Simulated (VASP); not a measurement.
Pt under changes of volume

One of the cells (16.131 Å³/atom); the others are scaled copies at fixed shape and fractional positions:

```
Pt
1.0
     2.77895    0.00000    0.00000
    -1.38947    2.40664    0.00000
     0.00000    0.00000    4.82387
Pt
2
Cartesian
  0.0000 1.6044 1.2060
  1.3895 0.8022 3.6179
```

This isn't the form of Pt at room conditions, which is fcc.

```yaml
Program: VASP 6.6.1
Functional: PBEsol
Potentials_or_basis: VASP PAW PBE potentials, release 64 (Pt)
Cutoff: 520 eV
k_mesh: 11 × 11 × 6
Occupations: fermi-dirac, width 0.05 eV
Spin: no spin polarisation
```

| volume (Å³/atom) | energy over the lowest point (meV/atom) | pressure (GPa) |
| --- | --- | --- |
| 14.866 | 4.34 | 5.4 |
| 15.182 | 0.00 | -0.9 |
| 15.498 | 7.16 | -6.3 |
| 16.131 | ? | ? |
| 16.447 | 83.84 | -18.8 |
| 16.763 | 124.04 | -21.9 |

Task: What does the run at 16.131 Å³/atom give?

Result: Energy over the lowest point 50.28 meV/atom; pressure -15.2 GPa.

Worked out: A Birch-Murnaghan fit of order 3 (a polynomial in V^(-2/3)) to the other rows has its minimum at 15.14 Å³/atom with B0 = V·E''(V) = 283 GPa and B' = 5.4 at fixed shape and positions, which overstates the stiffness. It gives 50.29 meV/atom at 16.131 Å³/atom, against the run's 50.28, and -dE/dV = -15.2 GPa, against -15.2.

Energies are extrapolated to zero smearing.

Caveats: the PAW data sets were made with another functional, which shifts forces and pressure a little.
